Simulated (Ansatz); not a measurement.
# GaSb (F-43m) in Ansatz: settings compared

One crystal, GaSb, is run at these levels: PBE, revPBE, BLYP; tasks: single point, relaxation of cell and atoms.

Everything below comes from runs of Ansatz 0.2.0. Logs are shortened: lines on timing, memory, paths and dates and some standing lists are left out, and cuts for length are marked.

**Experimental background.**

From a printed reference work, data compilation, for a bulk crystal of GaSb at 4.2 K: band gap 0.811 eV (direct).

The results are compared with them further down.

### Step 1. Starting point

Symmetry: F-43m, No. 216, cubic system. The conventional cell has a = 6.118 Å, b = 6.118 Å, c = 6.118 Å, α = 90.00°, β = 90.00°, γ = 90.00°. Around Sb (site symmetry -43m) lie 4 Ga at 2.65 Å. Around Ga (site symmetry -43m) lie 4 Sb at 2.65 Å.

### Step 2. Single point, PBE

File input.yaml:

```yaml
crystal:
  lattice:
    - [0.0, 3.059, 3.059]
    - [3.059, 0.0, 3.059]
    - [3.059, 3.059, 0.0]
  atoms:
    - { symbol: Sb, position: [0.75, 0.75, 0.75] }
    - { symbol: Ga, position: [0.0, 0.0, 0.0] }
hamiltonian:
  xc: pbe
  pseudopotentials: { kind: paw }
kpoints:
  mp_grid: { grid: [8, 8, 8] }
scf:
  occupations: { method: gaussian, width: 0.03 }
output:
  forces: true
  stress: true
  eigenvalues: true
```

Potentials or basis: Ansatz PAW.

Launch:

```console
$ ansatz run input.yaml --threads 2 --pin off --max-ram 5632MiB --backend cpu --events-out ev --progress --plain --runs-dir out
```

What it wrote:

```text
Warning: RAYON_NUM_THREADS=2 ignored (pool sized by the plan → 2); use --threads N
Engine: ansatz 0.2.0, x86_64-unknown-linux-gnu
Pseudopotentials: kind: paw
Pseudopotential: Sb, paw, valence charge 15, recommended cutoff 420 eV (normal), Sb.paw.azcp
Pseudopotential: Ga, paw, valence charge 13, recommended cutoff 420 eV (normal), Ga.paw.azcp
Functional definition: PBE
  parameter kappa = 0.804
  parameter beta = 0.06672455060314922
  exchange = pbe_x(kappa = kappa, mu = beta*pi^2/3)
  correlation = pbe_c(beta = beta)
Crystal: 2 atoms, lattice volume = 57.249 Å³
Basis set: ecut = 420 eV, 1139 PW (Γ), exchange–correlation on 60×60×60 points (8 copies of the dense FFT grid, shifted against one another)
Bands: 18, of which v1, the nominal top of the filled ones, is band 14 counted from 1 (13 counted from 0)
Symmetry: 24 space group operations
Space group: F-43m (ITA 216), of the structure as read, at distance tolerance 3.9e-5 Å
k-points: 29 of 512 (time reversal used)
Non-local potential: Sb, projectors of the file, l = 0: 2, l = 1: 2, l = 2: 2, l = 3: 2
Non-local potential: Ga, projectors of the file, l = 0: 2, l = 1: 2, l = 2: 3, l = 3: 1
PAW form: soft (Blöchl's): semilocal exchange-correlation on the pseudo side does not see the compensation charge
PAW one-centre angular grid: Sb, 590 points (default); XC on 64 Gauss nodes
PAW one-centre angular grid: Ga, 590 points (default); XC on 64 Gauss nodes
Initial density: superposition of atomic densities (neutral atoms: chi_scale 0, normalization atom), corrected by the library's trained network
Initial wavefunctions: pseudopotential atomic-orbital guess
Functional: x = pbe(κ = 0.804, μ = 0.2195149727645171), c = pbe(β = 0.06672455060314922)
SCF iter   1: F=—  HF=-10267.815498 eV  |F-HF|=—  |Δ(HF+E_count)|=         —  Δρ=1.33e-3  dr2=1.58e-3  ethr=1.77e-3  ⟨swp⟩=6.2  Hψ=2696  notcnv=0
preconditioner: auto → Kerker (q_TF=auto, 2.422 Å⁻¹)  [metal: Δε(μ)=0.029 eV  Ē_g=14.585 eV  σ=0.030 eV  W_gap=0.47  n_scr=14 (ndim 8)  ℏωp=20.8 eV  f_vac=0.091  D(μ)=0.19/eV (n_scr^D=0)]
SCF iter   2: F=—  HF=-10267.814194 eV  |F-HF|=—  |Δ(HF+E_count)|=   1.30e-3  Δρ=8.49e-4  dr2=8.40e-4  ethr=5.63e-6  ⟨swp⟩=2.5  Hψ=1164  notcnv=0
preconditioner: auto → none  [insulator: Δε(μ)=0.034 eV  Ē_g=14.567 eV  σ=0.030 eV  W_gap=0.54  n_scr=14 (ndim 8)  ℏωp=20.8 eV  f_vac=0.091  D(μ)=0.18/eV (n_scr^D=0)  ε∞_Penn≈3.0]
SCF iter   3: F=—  HF=-10267.814120 eV  |F-HF|=—  |Δ(HF+E_count)|=   7.45e-5  Δρ=3.02e-4  dr2=6.90e-5  ethr=3.00e-6  ⟨swp⟩=2.0  Hψ=784  notcnv=0
SCF iter   4: F=—  HF=-10267.814181 eV  |F-HF|=—  |Δ(HF+E_count)|=   6.11e-5  Δρ=1.28e-4  dr2=1.03e-5  ethr=2.46e-7  ⟨swp⟩=2.0  Hψ=639  notcnv=0
SCF iter   5: F=—  HF=-10267.814188 eV  |F-HF|=—  |Δ(HF+E_count)|=   7.22e-6  Δρ=4.49e-5  dr2=1.06e-6  ethr=3.69e-8  ⟨swp⟩=2.0  Hψ=784  notcnv=0
SCF iter   6: F=-10267.814188 eV  HF=-10267.814188 eV  |F-HF|=3.49e-8  |Δ(HF+E_count)|=   2.56e-7  Δρ=6.42e-6  dr2=1.41e-8  ethr=3.57e-10  ⟨swp⟩=4.4  Hψ=2609  notcnv=0
SCF 1 converged in 6 iterations: F = -10267.814188 eV  dr2 = 1.41e-8
SCF converged after 6 iterations
Free energy (F): -10267.814188 eV
Harris-Foulkes:  -10267.814188 eV  (|F-HF|=3.49e-8)
Internal energy: -10267.814109 eV  (E = F + TS)
E sigma→0 (E₀):  -10267.814149 eV
Entropy (-TS):   -0.000079 eV (-0.040 meV/atom)
Fermi energy:    7.734843 eV
--- Per-component energies (eV) ---
  E_band       = -260.921114
  E_kinetic    = 323.164334
  E_local      = -3913.766289  (includes V_loc(G=0)·N_el)
  E_nonlocal   = 787.187492
  E_hartree    = 1801.729108
  E_xc         = -207.420856
  E_vxc        = -154.101395  (∫ρ·V_xc dr)
  E_paw        = -6564.788663  (= ΣΔE_a)
  E_vpaw       = -906.863706  (= ΣTr[D̂ρ^β])
  E_aug_tail   = -0.000096  (compensation charges beyond the density's cutoff)
  E_ewald      = -2493.919138
  E_smearing   = -0.000079  (= −TS)
  E_closure    = 0.000000  (closes the sum)
  Σ components = -10267.814188   (vs F -10267.814188, Δ=0.00e0)
--- Forces (eV/Å), atoms counted from 1 ---
  atom   1  Sb     0.00000000    -0.00000000     0.00000000
  atom   2  Ga    -0.00000000     0.00000000     0.00000000
  max |Σ_I F_I| component: 2.66e-17 eV/Å
--- Stress (GPa, compression-positive) ---
        2.311429      -0.000000      -0.000000
        0.000000       2.311429       0.000000
       -0.000000       0.000000       2.311429
  P = ⅓ Tr σ = 2.3114 GPa (23.114 kbar)
--- Band table (eV; the first three rows and the last of 29) ---
  k-point 0: bands = ["-21.0498", "-21.0498", "-21.0498", "-21.0304", "-21.0304", "-7.2913", "-7.2913", "-7.2913", "-7.2420", "-7.2420", "-3.7677", "7.7096", "7.7096", "7.7096", "7.7430", "10.4966", "10.4966", "10.4966"]
  k-point 1: bands = ["-21.0497", "-21.0494", "-21.0494", "-21.0303", "-21.0303", "-7.2956", "-7.2894", "-7.2894", "-7.2422", "-7.2422", "-3.6076", "5.7032", "7.4572", "7.4572", "8.7424", "10.8428", "10.8428", "11.1423"]
  k-point 2: bands = ["-21.0494", "-21.0484", "-21.0484", "-21.0301", "-21.0301", "-7.3058", "-7.2852", "-7.2852", "-7.2426", "-7.2426", "-3.1520", "3.6886", "7.0098", "7.0098", "8.5204", "11.3613", "11.3613", "12.9171"]
  k-point 28: bands = ["-21.0491", "-21.0475", "-21.0438", "-21.0309", "-21.0285", "-7.3315", "-7.2728", "-7.2681", "-7.2479", "-7.2427", "-1.2754", "1.0443", "4.3677", "4.5891", "11.3978", "12.0451", "12.1288", "12.4819"]
```

It took 4.2 s on 2 threads of Intel Xeon at 2.70GHz, shared host; peak memory 0.37 GiB.

What came out:

| Property | Result |
| --- | --- |
| Free energy | -10267.8142 eV |
| Pressure | 2.3 GPa |
| Band gap on the k mesh | 0.03 eV, direct |

Caveat: spin-orbit coupling is left out, which moves the levels of the heavy elements.

### Step 3. Relaxation of cell and atoms, revPBE

Changes to input.yaml since step 2:

```diff
@@ -9,3 +9,3 @@
 hamiltonian:
-  xc: pbe
+  xc: revpbe
   pseudopotentials: { kind: paw }
@@ -14,3 +14,3 @@
 scf:
-  occupations: { method: gaussian, width: 0.03 }
+  occupations: { method: fermi_dirac, width: 0.05 }
 output:
@@ -19 +19,5 @@
   eigenvalues: true
+relax:
+  f_tol: 0.01
+  max_steps: 40
+  cell: { stress_tol: 0.05 }
```

Potentials or basis: Ansatz PAW.

Launch:

```console
$ ansatz run input.yaml --threads 2 --pin off --max-ram 5632MiB --backend cpu --events-out ev --progress --plain --runs-dir out
```

Run time: 15 s. Hardware: 2 threads of Intel Xeon at 2.70GHz, shared host; peak memory 0.4 GiB.

The run converged. Its results:

```yaml
Free_energy: -10278.0406 eV
Relaxed_volume: 30.75 Å³/atom
Relaxed_cell: a = 4.430 Å, b = 4.430 Å, c = 4.430 Å, α = 60.00°, β = 60.00°, γ = 60.00°
Space_group_after_relaxing_to_0.05_Å: F-43m (No. 216)
Energy_gained_by_relaxing: 21.5 meV/atom
Ionic_steps: 5
Pressure_after_relaxing: 0.0 GPa
Band_gap_on_the_k_mesh: none (metal or under the smearing width)
```

Step by step:
| step | energy change (eV) | largest force (eV/Å) | volume (Å³) |
| --- | --- | --- | --- |
| 1 | 0.0000 | 0.0000 | 57.25 |
| 2 | -0.0398 | 0.0000 | 62.52 |
| 3 | -0.0421 | 0.0000 | 61.61 |
| 4 | -0.0422 | 0.0000 | 61.50 |
| 5 | -0.0430 | 0.0000 | 61.50 |

Final structure:
```
CELL_PARAMETERS angstrom
0.00000 3.13283 3.13283
3.13283 0.00000 3.13283
3.13283 3.13283 0.00000
ATOMIC_POSITIONS crystal
Sb 0.75000 0.75000 0.75000
Ga 0.00000 0.00000 0.00000
```

Levels at points of the mesh, in eV from the Fermi level:
| k point | band 12 | band 13 | band 14 | band 15 | band 16 | band 17 |
| --- | --- | --- | --- | --- | --- | --- |
| (0.00, 0.00, 0.00) | -0.43 | -0.04 | -0.04 | -0.04 | 2.77 | 2.77 |
| (0.00, 0.00, -0.50) | -6.04 | -1.08 | -1.08 | 0.29 | 3.73 | 3.73 |
| (0.00, -0.50, -0.50) | -6.50 | -2.37 | -2.37 | 1.00 | 1.42 | 8.23 |

Caveat: the plane-wave basis is chosen anew once the cell has moved, so the energies of steps on either side of that aren't comparable; the PAW data sets come from PBE, with cores solved anew for the run's functional, which leaves a small shift of forces and pressure; this crystal is a semiconductor, whose small gap the functional closes, so the metal is an error of the method. revPBE gives volumes clearly too large for solids.

### Step 4. Relaxation of cell and atoms, BLYP

Changes to input.yaml since step 3:

```diff
@@ -9,3 +9,3 @@
 hamiltonian:
-  xc: revpbe
+  xc: blyp
   pseudopotentials: { kind: paw }
```

Launch:

```console
$ ansatz run input.yaml --threads 2 --pin off --max-ram 5632MiB --backend cpu --events-out ev --progress --plain --runs-dir out
```

Wall time 14 s (2 threads of Intel Xeon at 2.70GHz, shared host); peak memory 0.41 GiB.

It converged, with:

```yaml
Free_energy: -10294.5812 eV
Relaxed_volume: 32.05 Å³/atom
Relaxed_cell: a = 4.492 Å, b = 4.492 Å, c = 4.492 Å, α = 60.00°, β = 60.00°, γ = 60.00°
Space_group_after_relaxing_to_0.05_Å: F-43m (No. 216)
Energy_gained_by_relaxing: 50.8 meV/atom
Ionic_steps: 5
Pressure_after_relaxing: 0.0 GPa
Band_gap_on_the_k_mesh: none (metal or under the smearing width)
```

Step by step:
| step | energy change (eV) | largest force (eV/Å) | volume (Å³) |
| --- | --- | --- | --- |
| 1 | 0.0000 | 0.0000 | 57.25 |
| 2 | -0.0974 | 0.0000 | 65.46 |
| 3 | -0.1005 | 0.0000 | 64.38 |
| 4 | -0.1006 | 0.0000 | 64.10 |
| 5 | -0.1017 | 0.0000 | 64.10 |

Final structure:
```
Sb Ga
1.0
     0.00000    3.17645    3.17645
     3.17645    0.00000    3.17645
     3.17645    3.17645    0.00000
Sb Ga
1 1
Cartesian
  4.7647 4.7647 4.7647
  0.0000 0.0000 0.0000
```

Levels at points of the mesh, in eV from the Fermi level:
```tsv
k point	band 11	band 12	band 13	band 14	band 15	band 16	band 17	band 18
(0.00, 0.00, 0.00)	-10.81	-0.96	-0.03	-0.03	-0.03	2.81	2.81	2.81
(0.00, 0.00, -0.50)	-9.49	-5.89	-1.00	-1.00	0.13	3.78	3.78	6.68
(0.00, -0.50, -0.50)	-8.83	-6.39	-2.19	-2.19	1.03	1.56	7.87	7.87
```

Caveat: the plane-wave basis is chosen anew once the cell has moved, so the energies of steps on either side of that aren't comparable; the volume moved by +12 % from the deposited cell, more than functionals usually miss; the PAW data sets come from PBE, with cores solved anew for the run's functional, which leaves a small shift of forces and pressure; this crystal is a semiconductor, whose small gap the functional closes, so the metal is an error of the method.

### Step 5. Single point, PBE

File input.yaml:

```yaml
crystal:
  lattice:
    - [0.0, 3.059, 3.059]
    - [3.059, 0.0, 3.059]
    - [3.059, 3.059, 0.0]
  atoms:
    - { symbol: Sb, position: [0.75, 0.75, 0.75] }
    - { symbol: Ga, position: [0.0, 0.0, 0.0] }
hamiltonian:
  xc: pbe
  pseudopotentials: { kind: paw }
kpoints:
  mp_grid: { grid: [8, 8, 8] }
scf:
  occupations: { method: gaussian, width: 0.012 }
output:
  forces: true
  stress: true
  eigenvalues: true
  write_density: true
  write_potential: true
  elf: true
  volumetric_format: npy
```

Potentials or basis: Ansatz PAW.

Launch:

```console
$ ansatz run input.yaml --threads 2 --pin off --max-ram 5632MiB --backend cpu --events-out ev --progress --plain --runs-dir out
```

What it wrote:

```text
Warning: RAYON_NUM_THREADS=2 ignored (pool sized by the plan → 2); use --threads N
[... 9 set-up lines as earlier in the session ...]
Crystal: 2 atoms, lattice volume = 57.249 Å³
Basis set: ecut = 420 eV, 1139 PW (Γ), exchange–correlation on 60×60×60 points (8 copies of the dense FFT grid, shifted against one another)
Bands: 18, of which v1, the nominal top of the filled ones, is band 14 counted from 1 (13 counted from 0)
[... 2 set-up lines as earlier in the session ...]
k-points: 29 of 512 (time reversal used)
[... 8 set-up lines as earlier in the session ...]
SCF iter   1: F=—  HF=-10267.815460 eV  |F-HF|=—  |Δ(HF+E_count)|=         —  Δρ=1.32e-3  dr2=1.54e-3  ethr=1.77e-3  ⟨swp⟩=6.2  Hψ=2703  notcnv=0
preconditioner: auto → none  [insulator: Δε(μ)=0.029 eV  Ē_g=14.585 eV  σ=0.012 eV  W_gap=0.90  n_scr=14 (ndim 8)  ℏωp=20.8 eV  f_vac=0.091  D(μ)=0.14/eV (n_scr^D=0)  ε∞_Penn≈3.0]
SCF iter   2: F=—  HF=-10267.814123 eV  |F-HF|=—  |Δ(HF+E_count)|=   1.34e-3  Δρ=5.95e-4  dr2=2.40e-4  ethr=5.52e-6  ⟨swp⟩=2.0  Hψ=1132  notcnv=0
SCF iter   3: F=—  HF=-10267.814130 eV  |F-HF|=—  |Δ(HF+E_count)|=   7.11e-6  Δρ=2.76e-4  dr2=4.12e-5  ethr=8.55e-7  ⟨swp⟩=2.0  Hψ=899  notcnv=0
SCF iter   4: F=—  HF=-10267.814149 eV  |F-HF|=—  |Δ(HF+E_count)|=   1.91e-5  Δρ=8.79e-5  dr2=3.18e-6  ethr=1.47e-7  ⟨swp⟩=2.0  Hψ=791  notcnv=0
SCF iter   5: F=—  HF=-10267.814156 eV  |F-HF|=—  |Δ(HF+E_count)|=   6.66e-6  Δρ=5.35e-5  dr2=1.18e-6  ethr=1.14e-8  ⟨swp⟩=2.0  Hψ=929  notcnv=0
SCF iter   6: F=-10267.814156 eV  HF=-10267.814156 eV  |F-HF|=4.09e-8  |Δ(HF+E_count)|=   4.14e-7  Δρ=1.80e-5  dr2=8.27e-8  ethr=3.57e-10  ⟨swp⟩=7.6  Hψ=3803  notcnv=0
SCF 1 converged in 6 iterations: F = -10267.814156 eV  dr2 = 8.27e-8
SCF converged after 6 iterations
Free energy (F): -10267.814156 eV
Harris-Foulkes:  -10267.814156 eV  (|F-HF|=4.09e-8)
Internal energy: -10267.814149 eV  (E = F + TS)
E sigma→0 (E₀):  -10267.814152 eV
Entropy (-TS):   -0.000007 eV (-0.003 meV/atom)
Fermi energy:    7.728220 eV
--- Per-component energies (eV) ---
  E_band       = -260.924628
  E_kinetic    = 323.160835
  E_local      = -3913.758340  (includes V_loc(G=0)·N_el)
  E_nonlocal   = 787.203969
  E_hartree    = 1801.726792
  E_xc         = -207.413610
  E_vxc        = -154.093388  (∫ρ·V_xc dr)
  E_paw        = -6564.814560  (= ΣΔE_a)
  E_vpaw       = -906.909917  (= ΣTr[D̂ρ^β])
  E_aug_tail   = -0.000096  (compensation charges beyond the density's cutoff)
  E_ewald      = -2493.919138
  E_smearing   = -0.000007  (= −TS)
  E_closure    = -0.000000  (closes the sum)
  Σ components = -10267.814156   (vs F -10267.814156, Δ=0.00e0)
--- Forces (eV/Å), atoms counted from 1 ---
  atom   1  Sb     0.00000000    -0.00000000     0.00000000
  atom   2  Ga    -0.00000000     0.00000000     0.00000000
  max |Σ_I F_I| component: 3.70e-17 eV/Å
--- Stress (GPa, compression-positive) ---
        2.287244       0.000000      -0.000000
       -0.000000       2.287244       0.000000
        0.000000       0.000000       2.287244
  P = ⅓ Tr σ = 2.2872 GPa (22.872 kbar)
--- Band table (eV; the first three rows and the last of 29) ---
  k-point 0: bands = ["-21.0495", "-21.0495", "-21.0495", "-21.0302", "-21.0302", "-7.2919", "-7.2919", "-7.2919", "-7.2426", "-7.2426", "-3.7677", "7.7096", "7.7096", "7.7096", "7.7428", "10.4965", "10.4965", "10.4965"]
  k-point 1: bands = ["-21.0494", "-21.0491", "-21.0491", "-21.0301", "-21.0301", "-7.2962", "-7.2900", "-7.2900", "-7.2428", "-7.2428", "-3.6076", "5.7031", "7.4572", "7.4572", "8.7423", "10.8427", "10.8427", "11.1422"]
  k-point 2: bands = ["-21.0492", "-21.0481", "-21.0481", "-21.0298", "-21.0298", "-7.3064", "-7.2857", "-7.2857", "-7.2431", "-7.2431", "-3.1519", "3.6885", "7.0098", "7.0098", "8.5203", "11.3612", "11.3612", "12.9171"]
  k-point 28: bands = ["-21.0489", "-21.0472", "-21.0436", "-21.0307", "-21.0282", "-7.3320", "-7.2734", "-7.2686", "-7.2484", "-7.2433", "-1.2752", "1.0440", "4.3678", "4.5890", "11.3978", "12.0452", "12.1287", "12.4819"]
```

rho_z.tsv:

```text
# z_ang	rho[e/angstrom^3]
# format = ansatz-planar-average/11
# lattice	0.000000000	3.059000000	3.059000000
# lattice	3.059000000	0.000000000	3.059000000
# lattice	3.059000000	3.059000000	0.000000000
# sites	2
# site	51	4.588500000	4.588500000	4.588500000
# site	31	0.000000000	0.000000000	0.000000000
0.000000	1.211393e0
0.144203	1.050385e0
0.288405	7.373644e-1
0.432608	4.509611e-1
0.576811	2.720303e-1
0.721013	1.800360e-1
[... 22 lines left out ...]
4.037674	8.923664e-1
4.181877	1.121774e0
```

v_z.tsv:

```text
# z_ang	v_es[eV]	v_tot[eV]
# format = ansatz-planar-average/11
# xc	pbe
# density_cutoff_ev	1680
# datasets	Sb=:simpson_from_first_knot:soft	Ga=:simpson_from_first_knot:soft
# lattice	0.000000000	3.059000000	3.059000000
# lattice	3.059000000	0.000000000	3.059000000
# lattice	3.059000000	3.059000000	0.000000000
# sites	2
# site	51	4.588500000	4.588500000	4.588500000
# site	31	0.000000000	0.000000000	0.000000000
0.000000	2.383506e0	-8.114499e0
0.144203	3.329498e0	-6.752451e0
0.288405	4.223040e0	-5.373432e0
0.432608	5.049025e0	-4.000569e0
0.576811	5.873625e0	-2.577412e0
0.721013	6.751387e0	-1.088400e0
[... 22 lines left out ...]
4.037674	7.760303e-1	-1.034930e1
4.181877	1.490436e0	-9.353647e0
```

Run time: 2.4 s. Hardware: 2 threads of Intel Xeon at 2.70GHz, shared host; peak memory 0.38 GiB.

What came out:

```
Free energy            : -10267.8142 eV
Pressure               : 2.3 GPa
Band gap on the k mesh : 0.03 eV, direct
```

Caveat: spin-orbit coupling is left out, which moves the levels of the heavy elements.

### Step 6. The runs side by side

| task | level | cell | smearing | gap on the mesh (eV) | pressure (GPa) | relaxed volume (Å³/atom) |
| --- | --- | --- | --- | --- | --- | --- |
| single point | PBE | as given | gaussian 0.03 eV | 0.03 | 2.3 | - |
| relaxation of cell and atoms | revPBE | relaxed | fermi-dirac 0.05 eV | none | 0.0 | 30.75 |
| relaxation of cell and atoms | BLYP | relaxed | fermi-dirac 0.05 eV | none | 0.0 | 32.05 |
| single point | PBE | as given | gaussian 0.012 eV | 0.03 | 2.3 | - |

Alike in all rows: potentials or basis Ansatz PAW; no spin polarisation; k mesh 8 × 8 × 8; cutoff (eV) 420.

Caveats: spin-orbit coupling is left out, which moves the levels of the heavy elements (some runs); the plane-wave basis is chosen anew once the cell has moved, so the energies of steps on either side of that aren't comparable (some runs); the PAW data sets come from PBE, with cores solved anew for the run's functional, which leaves a small shift of forces and pressure (some runs); this crystal is a semiconductor, whose small gap the functional closes, so the metal is an error of the method (some runs); the volume moved by +12 % from the deposited cell, more than functionals usually miss (some runs).

Total energies depend on the potentials used, so only differences within one code and one set of settings carry meaning.

### Step 7. How close it comes

Step 2. Measured gap of GaSb: 0.811 eV (direct; 4.2 K; a printed reference work, data compilation). This calculation gives 0.03 eV (-0.78 eV). Spin-orbit coupling on Ga, Sb is left out. The value is that of PBE on a finite k mesh, which can miss the band edges, without temperature or zero-point motion. Semilocal functionals fall short of measured gaps as a rule.

Step 5. Against the measured gap of GaSb, 0.811 eV (direct; 4.2 K; a printed reference work, data compilation), the calculated 0.03 eV is off by -0.78 eV. Spin-orbit coupling on Ga, Sb is left out. The value is that of PBE on a finite k mesh, which can miss the band edges, without temperature or zero-point motion. Semilocal functionals fall short of measured gaps as a rule.
